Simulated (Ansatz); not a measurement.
## ⁹¹Zr NMR of the central transition in ZrO2

Cell: a measured structure from the Crystallography Open Database (COD), its atoms then relaxed with PBE in this cell.

Space group P4_2/nmc:1 (No. 137); a = 3.5961, c = 5.1770 Å.

| site | Wyckoff | site symmetry | x | y | z |
| --- | --- | --- | --- | --- | --- |
| Zr | 2a | -4m2 | 0.0000 | 0.0000 | 0.0000 |
| O | 4d | 2mm. | 0.0000 | 0.5000 | 0.2012 |

One atom of each set is listed.

Level of theory: DFT, PBE, plane waves and PAW, with spin–orbit coupling, 420 eV cutoff, Γ-centred 8×8×6 k-points, Fermi–Dirac smearing 0.02 eV (Ansatz 0.2.0).

⁹¹Zr has I = 5/2 and Q = -176.0 mb (Pyykkö 2018); at 18.8 T its Larmor frequency is ν₀ = 74.7 MHz. Only the quadrupole interaction is simulated: positions count from each site's isotropic chemical shift, and shift anisotropy, dipolar and J coupling are left out.

Problem. Simulate the second-order pattern (static powder, Gaussian broadening 9 kHz) of site Zr (8 O at 2.08–2.37 Å).

Solution. The calculation gives C_Q = -22.3 MHz and η = 0.00, so ν_Q = 3.34 MHz and the centre of gravity lies at -533 ppm (-39.9 kHz).

offset (kHz), height and a bar:
```
   -145.7          0 
   -138.2         27 ########
   -130.7        100 ##############################
   -123.1         76 #######################
   -115.6         54 ################
   -108.1         45 #############
   -100.6         40 ############
    -93.0         36 ###########
    -85.5         34 ##########
    -78.0         32 #########
    -70.5         30 #########
    -62.9         29 #########
    -55.4         29 #########
    -47.9         28 ########
    -40.4         27 ########
    -32.8         27 ########
    -25.3         27 ########
    -17.8         27 ########
    -10.3         27 ########
     -2.7         25 ########
      4.8         22 ######
     12.3         21 ######
     19.9         23 #######
     27.4         24 #######
     34.9         26 ########
     42.4         28 ########
     50.0         32 #########
     57.5         38 ###########
     65.0         54 ################
     72.5         71 #####################
     80.1         19 ######
     87.6          0
```

An axis of threefold or higher order runs through Zr, so V_zz lies along it and η is zero.

At this cell the PBE pressure is 6 GPa, so with PBE the cell would grow if it were relaxed.

Hardware: 1 thread of Intel Xeon 6975P-C (Granite Rapids) (x86_64; 16 cores open to the job, memory cap 3.0 GiB, no GPU), a shared host with a load of 0.6 a core. Wall time 36 s, CPU time 35 s, peak memory 0.81 GiB.
